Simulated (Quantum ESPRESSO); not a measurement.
# CsSnBr3 under changes of volume

One of the cells (39.815 Å³/atom); the others are scaled copies at fixed shape and fractional positions:

```
Cs Sn Br
1.0
     5.83901    0.00000    0.00000
     0.00000    5.83901    0.00000
     0.00000    0.00000    5.83901
Cs Sn Br
1 1 3
Cartesian
  0.0000 0.0000 0.0000
  2.9195 2.9195 2.9195
  0.0000 2.9195 2.9195
  2.9195 2.9195 0.0000
  2.9195 0.0000 2.9195
```

The cell is a database's computed one.

| Item | Value |
| --- | --- |
| Program | Quantum ESPRESSO 7.5 |
| Functional | LDA |
| Potentials or basis | GBRV 1.5 LDA |
| Cutoff | 925 eV |
| Density cutoff | 7401 eV |
| k mesh | 5 × 5 × 5 |
| Occupations | fermi-dirac, width 0.05 eV |
| Spin | no spin polarisation |

```tsv
volume (Å³/atom)	energy over the lowest point (meV/atom)	pressure (GPa)	gap on the mesh (eV)
37.426	0.00	-0.9	1.74
38.222	5.31	-1.3	1.77
39.019	12.66	-1.7	1.81
39.815	21.87	-2.1	1.84
40.611	32.68	-2.4	1.87
41.408	44.92	-2.6	1.90
42.204	?	?	?
```

Task: What does the run at 42.204 Å³/atom give?

Result: Energy over the lowest point 58.42 meV/atom; pressure -2.9 GPa; gap on the mesh 1.93 eV.

Worked out: A Birch-Murnaghan fit of order 3 (a polynomial in V^(-2/3)) to the other rows has no minimum within the range. It gives 58.41 meV/atom at 42.204 Å³/atom, against the run's 58.42, and -dE/dV = -2.8 GPa, against -2.9. A straight line through the other rows of the gap, of slope 1.6 eV per unit of ln V (its deformation potential), extrapolates to 1.93 eV, against the run's 1.93.

Energies are extrapolated to zero smearing.

Caveats: spin-orbit coupling is left out, which moves the levels of the heavy elements; an odd mesh through Γ misses points on the zone boundary, where band edges often lie.
